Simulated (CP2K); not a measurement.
Crystal: CdTe.

```
Te Cd
1.0
     4.53255    0.00000    0.00000
     2.26628    3.92531    0.00000
     2.26628    1.30844    3.70082
Te Cd
1 1
Direct
  0.75000 0.75000 0.75000
  0.00000 0.00000 0.00000
```

Program: CP2K 2026.2. Alike in all runs: task band structure; potentials or basis POTENTIAL_UZH Te GTH-PBE-q6, Cd GTH-PBE-q12; TZVP-MOLOPT-PBE-GTH basis; no spin polarisation; cell as given; k mesh 7 × 7 × 7; smearing fermi-dirac 0.05 eV.

Problem. Order these runs on this cell by their band gap on the k mesh, lowest first.
A. level BLYP
B. level LDA
C. level MS2

Solution. B (0.61 eV), A (0.89 eV), C (1.17 eV).

Caveats: spin-orbit coupling is left out, which moves the levels of the heavy elements; the basis of atomic orbitals isn't converged, which shifts pressures, moduli and gaps.

Runs at the PBE level aren't shown here.
